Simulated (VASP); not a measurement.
# RbBr: density of states with revPBE+D2

Crystal: RbBr.

```
Rb Br
1.0
     6.66612    0.00000    0.00000
     0.00000    6.66612    0.00000
     0.00000    0.00000    6.66612
Rb Br
4 4
Cartesian
  0.0000 0.0000 0.0000
  0.0000 3.3331 3.3331
  3.3331 0.0000 3.3331
  3.3331 3.3331 0.0000
  3.3331 0.0000 0.0000
  0.0000 3.3331 0.0000
  0.0000 0.0000 3.3331
  3.3331 3.3331 3.3331
```

The cell isn't the ideal one: volume scaled by 0.92.

```yaml
Program: VASP 6.6.1
Task: density of states
Functional: revPBE
Dispersion: D2
Potentials_or_basis: VASP PAW PBE potentials, release 64 (Rb_pv, Br)
Cutoff: 500 eV
k_mesh: 4 × 4 × 4
Occupations: fermi-dirac, width 0.02 eV
Spin: no spin polarisation
k_mesh_for_the_DOS: 6 × 6 × 6
Occupations_for_the_DOS: tetrahedron
Further_INCAR_settings: ALGO = Fast; EDIFF = 1e-06; NBANDS = 38
```

| Quantity | Value |
| --- | --- |
| Valence electrons inside the program's atomic spheres | Rb 6.20; Br 4.94 |
| Dispersion energy per atom | -0.424 eV |

Levels at points of the mesh, in eV from the valence-band top:
```tsv
k point	band 24	band 25	band 26	band 27	band 28	band 29	band 30	band 31	band 32	band 33
(0.00, 0.00, 0.00)	-0.16	-0.16	0.00	0.00	0.00	4.86	5.72	5.72	5.72	7.43
(0.50, 0.00, 0.00)	-0.36	-0.10	-0.10	-0.10	-0.10	6.25	6.25	6.38	6.38	7.37
(0.50, 0.50, 0.00)	-0.41	-0.26	-0.26	-0.26	-0.26	7.28	7.28	7.28	7.28	7.47
(0.50, 0.50, 0.50)	-0.43	-0.43	-0.43	-0.43	-0.43	7.29	7.29	7.29	7.29	8.22
```

States per cell in windows of 1 eV (zero at the valence-band top; states under -8 eV left out):
```tsv
from (eV)	total	Br5_p	Br6_p	Br7_p	Br8_p	Rb1_d	Rb2_d
-8.0	0.00	0.00	0.00	0.00	0.00	0.00	0.00
-7.0	0.00	0.00	0.00	0.00	0.00	0.00	0.00
-6.0	0.00	0.00	0.00	0.00	0.00	0.00	0.00
-5.0	0.00	0.00	0.00	0.00	0.00	0.00	0.00
-4.0	0.00	0.00	0.00	0.00	0.00	0.00	0.00
-3.0	0.00	0.00	0.00	0.00	0.00	0.00	0.00
-2.0	0.20	0.02	0.02	0.02	0.02	0.00	0.00
-1.0	23.39	3.24	3.24	3.24	3.24	0.08	0.08
0.0	0.00	0.00	0.00	0.00	0.00	0.00	0.00
1.0	0.00	0.00	0.00	0.00	0.00	0.00	0.00
2.0	0.00	0.00	0.00	0.00	0.00	0.00	0.00
3.0	0.00	0.00	0.00	0.00	0.00	0.00	0.00
4.0	0.00	0.00	0.00	0.00	0.00	0.00	0.00
5.0	0.66	0.01	0.01	0.01	0.01	0.02	0.02
6.0	5.43	0.04	0.04	0.04	0.04	0.30	0.30
7.0	9.39	0.14	0.14	0.14	0.14	0.57	0.57
```

Run time: 4.8 min on 1 thread of Intel(R) Xeon(R) Platinum 8259CL CPU @ 2.50GHz (Skylake/Cascade Lake) (shared host), peak memory 0.42 GiB.
